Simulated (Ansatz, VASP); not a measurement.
**Two plane-wave programs on BaHf3O2**

```
Ba Hf O
1.0
     6.00564    0.00000    0.00000
    -3.00282    5.20104    0.00000
     0.00000    0.00000    3.46475
Ba Hf O
1 3 2
Direct
  0.00000 0.00000 0.50000
  0.00000 0.50000 0.00000
  0.50000 0.00000 0.00000
  0.50000 0.50000 0.00000
  0.33333 0.66667 0.50000
  0.66667 0.33333 0.50000
```

Change from the starting cell: species swapped into the GdB2Ir3 type (P6/mmm, No. 191).

Alike in both runs: task single point; functional PBE; k mesh 3 × 3 × 6; occupations gaussian, width 0.1 eV; no spin polarisation.

|  | VASP | Ansatz |
| --- | --- | --- |
| version | VASP 6.6.1 | Ansatz 0.2.0 |
| potentials or method | VASP PAW PBE potentials, release 64 (Ba_sv, Hf_pv, O) | scalar-relativistic, plane waves, PAW |
| plane-wave cutoff (eV) | 520 | 420 |
| valence electrons in the cell | 52 | 100 |

|  | VASP | Ansatz | Ansatz less VASP |
| --- | --- | --- | --- |
| gap on the k mesh at the Fermi level (eV) | none | none | - |
| pressure (GPa) | -1.3 | -0.9 | +0.36 |
| largest component of the traceless stress (GPa) | 11.33 | 11.13 | -0.193 |

A gap of «none» marks a metal or a gap that the smearing closes. With one functional, cell and mesh, what is left measures potentials, basis and numerics. The two sets of potentials don't hold the same shells in valence.

Caveats: the k mesh is coarse (spacing up to 0.40 Å⁻¹), so the values aren't converged. The runs have no spin-orbit coupling, so splittings on Ba, Hf are missing.
